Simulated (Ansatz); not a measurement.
## CuO under changes of volume

One of the cells (9.643 Å³/atom); the others are scaled copies at fixed shape and fractional positions:

```
Cu O
1.0
     2.83633    0.00000    0.00000
    -1.41816    2.45633    0.00000
     0.00000    0.00000    2.76811
Cu O
1 1
Direct
  0.00000 0.00000 0.00000
  0.66667 0.33333 0.50000
```

Measurements of this composition are mostly on another form, of space group No. 15.

| Item | Value |
| --- | --- |
| Program | Ansatz 0.2.0 |
| Functional | PBE |
| Potentials or basis | PseudoDojo stringent (PBE files) |
| Cutoff | 1415 eV |
| Density cutoff | 5660 eV |
| k mesh | 11 × 11 × 10 |
| Occupations | fermi-dirac, width 0.05 eV |
| Spin | no spin polarisation |

```tsv
volume (Å³/atom)	energy over the lowest point (meV/atom)	pressure (GPa)
9.064	17.36	11.2
9.257	?	?
9.450	1.09	2.8
9.643	0.00	-0.7
9.836	2.92	-3.9
10.028	9.42	-6.7
10.221	19.11	-9.2
```

Task: What does the run at 9.257 Å³/atom give?

Result: Energy over the lowest point 6.69 meV/atom; pressure 6.8 GPa.

Worked out: A Birch-Murnaghan fit of order 3 (a polynomial in V^(-2/3)) to the other rows has its minimum at 9.60 Å³/atom with B0 = V·E''(V) = 171 GPa and B' = 4.7 at fixed shape and positions, which overstates the stiffness. It gives 6.69 meV/atom at 9.257 Å³/atom, against the run's 6.69, and -dE/dV = 6.7 GPa, against 6.8.

Energies are extrapolated to zero smearing.

Caveats: an odd number of electrons without spin polarisation forces a metal; a magnetic or distorted state may lie lower; the run has no spin polarisation, though such a crystal can be magnetic.
